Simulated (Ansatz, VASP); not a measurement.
**Two plane-wave programs on InSe**

```
CELL_PARAMETERS angstrom
5.93931 -2.06859 0.10192
5.93931 2.06859 0.10192
-1.67316 0.00000 4.19001
ATOMIC_POSITIONS crystal
In 0.11491 0.11491 0.97858
In 0.88509 0.88509 0.02142
Se 0.34676 0.34676 0.36607
Se 0.65324 0.65324 0.63393
```

Alike in both runs: functional PBE; dispersion D3(BJ); k mesh 10 × 10 × 8; occupations gaussian, width 0.02 eV; no spin polarisation.

Ansatz relaxed the structure, and its values are those at the end. VASP's run is a single point on that final structure, the one shown.

|  | VASP | Ansatz |
| --- | --- | --- |
| version | VASP 6.6.1 | Ansatz 0.2.0 |
| potentials or method | VASP PAW PBE potentials, release 64 (In_d, Se) | scalar-relativistic, plane waves, PAW |
| plane-wave cutoff (eV) | 520 | 420 |
| valence electrons in the cell | 38 | 58 |

|  | VASP | Ansatz | Ansatz less VASP |
| --- | --- | --- | --- |
| gap on the k mesh at the Fermi level (eV) | 0.59 | 0.60 | +0.005 |
| least direct gap on the mesh (eV) | 1.00 | 1.01 | +0.006 |
| pressure (GPa) | 0.0 | 0.0 | -0.04 |
| rms of the force components (eV/Å) | 0.006 | 0.001 | -0.0054 |

The two sets of potentials don't hold the same shells in valence.

Caveats: spin-orbit coupling is left out, which moves the levels of the heavy elements. A k mesh can miss the band edges. A hybrid or GW would open this gap; PBE tends to underestimate it.
